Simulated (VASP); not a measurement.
The system is RbBr.

```
CELL_PARAMETERS angstrom
0.00000 3.42700 3.42700
3.42700 0.00000 3.42700
3.42700 3.42700 0.00000
ATOMIC_POSITIONS crystal
Rb 0.00000 0.00000 0.00000
Br 0.50000 0.50000 0.50000
```

```yaml
Program: VASP 6.6.1
Task: relaxation of cell and atoms
Functional: PW91
Potentials_or_basis: VASP PAW PBE potentials, release 64 (Rb_sv, Br)
Cutoff: 600 eV
k_mesh: 5 × 5 × 5
Occupations: gaussian, width 0.05 eV
Spin: spin-orbit coupling, no magnetisation
```

At the start: pressure 1.0 GPa; volume 40.25 Å³/atom.

Task: How do energy, volume and symmetry change on relaxing?

Result: Over 4 steps the energy falls by 8.1 meV/atom and the volume is 43.15 Å³/atom (+7.2 %); space group Fm-3m (No. 225, to 0.05 Å).

Step by step:
| step | energy change (eV) | largest force (eV/Å) | pressure (GPa) | volume (Å³) |
| --- | --- | --- | --- | --- |
| 1 | 0.0000 | 0.0000 | 0.97 | 80.50 |
| 2 | -0.0124 | 0.0000 | 0.44 | 83.36 |
| 3 | -0.0162 | 0.0000 | -0.06 | 86.73 |
| 4 | -0.0163 | 0.0000 | -0.01 | 86.31 |

Final structure:
```xyz
2
Lattice="0.0000 3.5076 3.5076 3.5076 0.0000 3.5076 3.5076 3.5076 0.0000" Properties=species:S:1:pos:R:3 pbc="T T T"
Rb    0.0000    0.0000    0.0000
Br    3.5076    3.5076    3.5076
```

Caveat: the PAW data sets were made with another functional, which shifts forces and pressure a little.
